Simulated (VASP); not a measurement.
Input of a VASP 6.6.1 run:

The input INCAR:

```
SYSTEM = NbP
ALGO = Fast
EDIFF = 1E-7
ENCUT = 520
GGA = PS
ISIF = 2
ISMEAR = -1
LASPH = .True.
LCHARG = .False.
LEFG = .True.
LREAL = .False.
LWAVE = .False.
NELM = 80
PREC = Accurate
SIGMA = 0.02
```

Contents of KPOINTS:

```
k-points
0
Gamma
  9 9 9
  0 0 0
```

Contents of POSCAR:

```
NbP
1.0
   -1.6749232544      1.6749232544      5.7401081759
    1.6749232544     -1.6749232544      5.7401081759
    1.6749232544      1.6749232544     -5.7401081759
Nb P
2 2
Direct
    0.7498808000      0.7498808000      0.0000000000
    0.4998808000      0.9998808000      0.5000000000
    0.3327477700      0.3327477700      0.0000000000
    0.0827477800      0.5827477800      0.5000000000
```

Potentials or basis: VASP PAW PBE potentials, release 64 (Nb_sv, P).

The run is started by

```console
$ cat potpaw_PBE.64/Nb_sv/POTCAR potpaw_PBE.64/P/POTCAR > POTCAR
$ mpirun -np 1 vasp_std > vasp.out
```

Q: Estimate the pressure.

A: -6.6 GPa.

Q: Estimate the band gap on the k mesh.

A: None (metal or under the smearing width).

Q: Estimate the largest force.

A: 0.010 eV/Å.

Forces on the atoms (eV/Å):
```
Nb   0.000  0.000  0.010
Nb   0.000  0.000  0.010
P    0.000  0.000 -0.010
P    0.000  0.000 -0.010
```

Caveat: the PAW data sets were made with another functional, which shifts forces and pressure a little.
